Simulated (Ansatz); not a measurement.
NiSb (Breithauptite):

```
Sb Ni
1.0
     3.92800    0.00000    0.00000
    -1.96400    3.40175    0.00000
     0.00000    0.00000    5.12000
Sb Ni
2 2
Cartesian
  1.9640 1.1339 3.8400
  0.0000 2.2678 1.2800
  0.0000 0.0000 2.5600
  0.0000 0.0000 0.0000
```

Base run:

```yaml
Program: Ansatz 0.2.0
Functional: PBE
Potentials_or_basis: Ansatz PAW
Cutoff: "420 eV (not typed: the program's choice for these potentials)"
k_mesh: 7 × 7 × 5
Occupations: fermi-dirac, width 0.05 eV
Spin: collinear spin, ferromagnetic start
Starting_moments: "[0.0, 0.0, 1.5, 1.5] μB"
Fixed_moment: 3 μB
```

Its results: pressure 11.6 GPa; site moments Sb +0.24; Ni +0.92 μB.

Task: After a change of settings the same cell gave: pressure 6.3 GPa; site moments Sb +0.11; Ni +0.50 μB. Which change was it?
A. fixed moment from 3 μB to 4 μB; moments at the start from [0.0, 0.0, 1.5, 1.5] to [0.0, 0.0, 2.0, 2.0]
B. fixed moment from 3 μB to 2.5 μB; moments at the start from [0.0, 0.0, 1.5, 1.5] to [0.0, 0.0, 1.25, 1.25]
C. fixed moment from 3 μB to 1.5 μB; moments at the start from [0.0, 0.0, 1.5, 1.5] to [0.0, 0.0, 0.75, 0.75]
D. fixed moment from 3 μB to 1 μB; moments at the start from [0.0, 0.0, 1.5, 1.5] to [0.0, 0.0, 0.5, 0.5]

Result: C.

Caveats: the total moment is fixed, so each spin has its own Fermi level; the thresholds are loose for stress.
